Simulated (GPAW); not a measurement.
Cu:

```
Cu
1.0
     0.00000    1.80750    1.80750
     1.80750    0.00000    1.80750
     1.80750    1.80750    0.00000
Cu
1
Direct
  0.00000 0.00000 0.00000
```

| Property | Result |
| --- | --- |
| Program | GPAW 26.7.0 |
| Task | relaxation of cell and atoms |
| Functional | RPBE |
| Dispersion | D3(BJ) |
| Potentials or basis | the program's PAW data sets (release 1.2.1) made for this functional |
| Cutoff | 600 eV |
| Basis | pw |
| k mesh | 13 × 13 × 13 |
| Occupations | fermi-dirac, width 0.05 eV |
| Spin | no spin polarisation |

At the start: pressure -30.9 GPa; volume 11.81 Å³/atom.

Q: How do energy, volume and symmetry change on relaxing?

A: Over 5 steps the energy falls by 219.9 meV/atom and the volume is 9.86 Å³/atom (-16.5 %); space group Fm-3m (No. 225, to 0.05 Å).

Step by step:
| step | energy change (eV) | largest force (eV/Å) | pressure (GPa) | volume (Å³) |
| --- | --- | --- | --- | --- |
| 1 | 0.0000 | 0.0000 | -30.86 | 11.81 |
| 2 | -0.1698 | 0.0000 | -17.80 | 10.71 |
| 3 | -0.2150 | 0.0000 | 6.45 | 9.63 |
| 4 | -0.2199 | 0.0000 | -0.69 | 9.88 |
| 5 | -0.2199 | 0.0000 | -0.02 | 9.86 |

Final structure:
```xyz
1
Lattice="0.0000 1.7018 1.7018 1.7018 0.0000 1.7018 1.7018 1.7018 0.0000" Properties=species:S:1:pos:R:3 pbc="T T T"
Cu    0.0000    0.0000    0.0000
```

Caveat: with this Cu data set, volumes or pressures lay over 1.5 % or 2 GPa off other programs in two to four cells of ten; later steps reuse the first step's grids; the volume moved by over 15 % at a fixed basis, so the end points are rough; the volume moved by -17 % from the deposited cell, more than functionals usually miss; pairwise dispersion overbinds metals, which lowers pressure and volume.
